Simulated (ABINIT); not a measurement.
Crystal: In.

```
In
1.0
    -1.88253    1.88253    1.88253
     1.88253   -1.88253    1.88253
     1.88253    1.88253   -1.88253
In
1
Direct
  0.00000 0.00000 0.00000
```

This isn't the form of In at room conditions, which is tetragonal.

```yaml
Program: ABINIT 10.8.3 (patched build)
Task: single point
Functional: PBEsol
Potentials_or_basis: PseudoDojo NC SR PBEsol v0.4.1 standard
Cutoff: 952 eV
k_mesh: 10 × 10 × 10
Occupations: fermi-dirac, width 0.05 eV
Spin: no spin polarisation
```

On this cell: pressure -1.3 GPa; band gap on the k mesh none (metal or under the smearing width).

The same run follows on a disturbed copy (cell strained at random at fixed volume):

```
In
1.0
    -1.86975    1.85713    1.91387
     1.83353   -1.91280    1.93333
     1.85852    1.90157   -1.96954
In
1
Direct
  0.99990 0.99783 0.00147
```

Problem. What changes?

Solution. The energy (extrapolated to zero smearing) moves by +1.5 meV/atom; pressure -1.3 GPa; band gap on the k mesh none (metal or under the smearing width).

Stress tensor (GPa, compression positive):
```
-0.83 -0.07  0.32
-0.07 -1.42  0.62
 0.32  0.62 -1.57
```
